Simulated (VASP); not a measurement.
## MgO: single point with PBE

**What was measured.**

From “Electronic structure of alkaline earth and post-transition metal oxides”, 2009, arxiv:0908.1581, for a bulk crystal of MgO: band gap 7.83 eV.

The system is MgO.

```
CELL_PARAMETERS angstrom
0.00000 2.09700 2.09700
2.09700 0.00000 2.09700
2.09700 2.09700 0.00000
ATOMIC_POSITIONS crystal
Mg 0.00000 0.00000 0.00000
O 0.50000 0.50000 0.50000
```

The cell is a database's computed one.

- Program: VASP 6.6.1
- Task: single point
- Functional: PBE
- Potentials or basis: VASP PAW PBE potentials, release 64 (Mg, O)
- Cutoff: 520 eV
- k mesh: 11 × 11 × 11
- Occupations: gaussian, width 0.1 eV
- Spin: no spin polarisation
- Further INCAR settings: ALGO = Normal; EDIFF = 1e-07; NBANDS = 11

| Item | Value |
| --- | --- |
| Pressure | 6.2 GPa |
| Band gap on the k mesh | 4.85 eV, direct |

Levels at points of the mesh, in eV from the valence-band top:
```
           k point  band 2  band 3  band 4  band 5  band 6  band 7
(0.00, 0.00, 0.00)    0.00    0.00    0.00    4.85   15.87   15.87
```

Run time: 6.5 s on 1 thread of Intel(R) Xeon(R) Platinum 8559C (Emerald Rapids), with other jobs on the host, peak memory 0.14 GiB.

Measured gap of MgO: 7.83 eV (quoted in “Electronic structure of alkaline earth and post-transition metal oxides”, 2009, arxiv:0908.1581). This calculation gives 4.85 eV (-2.98 eV). The value is that of PBE, without temperature or zero-point motion. Semilocal functionals fall short of measured gaps as a rule. The cell is a database's relaxed one, not the measured one, which moves gaps too.
